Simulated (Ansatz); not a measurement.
LAPW volumes and bulk moduli in simple lattices

All-electron LAPW (Ansatz 0.2.0), scalar-relativistic, no spin, Fermi–Dirac smearing 0.136 eV, k-meshes of 8 to 18 points an axis; Birch–Murnaghan fits to pressures. Some or most of these lattices are hypothetical for the element, and V0 is the minimum nearest the starting volume; lattices without a usable fit are left out; mesh and smearing are coarse, and magnetic elements are treated as non-magnetic.

```json
{"element": "Hg", "lattice": "bcc", "functional": "LDA", "V0 (Å³/atom)": "22.59", "B0 (GPa)": "48", "B′": "6.6", "k-points per axis": "13"}
{"element": "Hg", "lattice": "bcc", "functional": "PBEsol", "V0 (Å³/atom)": "24.02", "B0 (GPa)": "35", "B′": "6.9", "k-points per axis": "13"}
{"element": "Hg", "lattice": "diamond", "functional": "PBEsol", "V0 (Å³/atom)": "36.00", "B0 (GPa)": "17.3", "B′": "9.1", "k-points per axis": "8"}
{"element": "Hg", "lattice": "fcc", "functional": "LDA", "V0 (Å³/atom)": "21.97", "B0 (GPa)": "52", "B′": "7.9", "k-points per axis": "13"}
{"element": "Hg", "lattice": "fcc", "functional": "PBEsol", "V0 (Å³/atom)": "23.36", "B0 (GPa)": "37", "B′": "7.9", "k-points per axis": "12"}
{"element": "Hg", "lattice": "sc", "functional": "LDA", "V0 (Å³/atom)": "24.24", "B0 (GPa)": "54", "B′": "6.8", "k-points per axis": "11"}
{"element": "Hg", "lattice": "sc", "functional": "PBE", "V0 (Å³/atom)": "29.74", "B0 (GPa)": "14.3", "B′": "10.0", "k-points per axis": "11"}
{"element": "Hg", "lattice": "sc", "functional": "PBEsol", "V0 (Å³/atom)": "25.58", "B0 (GPa)": "41", "B′": "7.5", "k-points per axis": "11"}
```

(1) Give V0 and B0 for diamond Hg in LDA.

(2) Give V0 and B0 for bcc Hg in PBE.

Answers

(1) 33.38 Å³/atom and 28.1 GPa.

(2) 29.09 Å³/atom and 8.9 GPa.
